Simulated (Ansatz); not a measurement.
## BaTiO3 (Barioperovskite) under changes of volume

One of the cells (12.867 Å³/atom); the others are scaled copies at fixed shape and fractional positions:

```
CELL_PARAMETERS angstrom
3.98550 0.00000 0.00000
0.00000 2.83690 2.84515
0.00000 -2.83690 2.84515
ATOMIC_POSITIONS crystal
Ba 0.00000 0.00000 0.00000
Ti 0.50000 0.51240 0.51240
O 0.50000 0.99184 0.50524
O 0.50000 0.50524 0.99184
O 0.00000 0.48740 0.48740
```

```yaml
Program: Ansatz 0.2.0
Functional: PBEsol
Potentials_or_basis: all-electron LAPW, scalar-relativistic
Cutoff: 417 eV (chosen from the basis error)
Basis_error_allowed: 0.001 eV/atom
k_mesh: 7 × 7 × 7
Occupations: fermi-dirac, width 0.05 eV
Spin: no spin polarisation
```

```tsv
volume (Å³/atom)	energy over the lowest point (meV/atom)	pressure (GPa)	gap on the mesh (eV)	largest force (eV/Å)
12.095	10.68	7.5	2.07	0.231
12.353	2.11	3.2	2.03	0.211
12.610	0.00	-0.5	1.98	0.237
12.867	3.65	-3.9	1.94	0.290
13.125	?	?	?	?
13.382	25.86	-9.7	1.85	0.421
13.639	43.37	-12.1	1.81	0.488
```

Task: What does the run at 13.125 Å³/atom give?

Result: Energy over the lowest point 12.45 meV/atom; pressure -7.0 GPa; gap on the mesh 1.89 eV; largest force 0.354 eV/Å.

Worked out: A Birch-Murnaghan fit of order 3 (a polynomial in V^(-2/3)) to the other rows has its minimum at 12.57 Å³/atom with B0 = V·E''(V) = 178 GPa and B' = 4.5 at fixed shape and positions, which overstates the stiffness. It gives 12.47 meV/atom at 13.125 Å³/atom, against the run's 12.45, and -dE/dV = -7.0 GPa, against -7.0. A straight line through the other rows of the gap, of slope -2.19 eV per unit of ln V, gives 1.89 eV, against the run's 1.89.

Energies are extrapolated to zero smearing.

Caveats: spin-orbit coupling is left out, which moves the levels of the heavy elements; an odd mesh through Γ misses points on the zone boundary, where band edges often lie.
